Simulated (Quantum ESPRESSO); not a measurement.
LiCl:

```
Cl Li
1.0
     0.00000    2.56477    2.56477
     2.56477    0.00000    2.56477
     2.56477    2.56477    0.00000
Cl Li
1 1
Direct
  0.50000 0.50000 0.50000
  0.00000 0.00000 0.00000
```

| Property | Result |
| --- | --- |
| Program | Quantum ESPRESSO 7.5 |
| Task | phonons |
| Functional | PBE |
| Potentials or basis | PseudoDojo 0.4 SR PBE stringent |
| Cutoff | 1306 eV |
| Density cutoff | 5225 eV |
| k mesh | 6 × 6 × 6, shifted |
| Occupations | fermi-dirac, width 0.05 eV |
| Spin | no spin polarisation |
| Mixing beta | 0.5 |
| Most SCF iterations | 120 |
| SCF threshold | 4e-10 Ry |

The first run showed a gap, so the response started from a second, tighter run with fixed occupations.

Which optical modes does the crystal have at the zone centre, and which show in infrared and Raman spectra?

The optical modes are T1u. Infrared active: T1u. None is Raman active.

Optical modes at Γ, degenerate ones joined, polar ones without the macroscopic field:
```csv
cm⁻¹,components,symmetry,active in,"IR intensity, summed ((D/Å)²/amu)"
176,3,T1u,IR,16.78
```

Zone-centre frequencies without and with the macroscopic field along z (cm⁻¹):
```
                optical modes in rising order
       without                    176 176 176
with the field                    176 176 388
```

Born effective charge tensors (e):
atom 1, Cl
```
-1.19  0.00  0.00
 0.00 -1.19  0.00
 0.00  0.00 -1.19
```
atom 2, Li
```
1.19 0.00 0.00
0.00 1.19 0.00
0.00 0.00 1.19
```
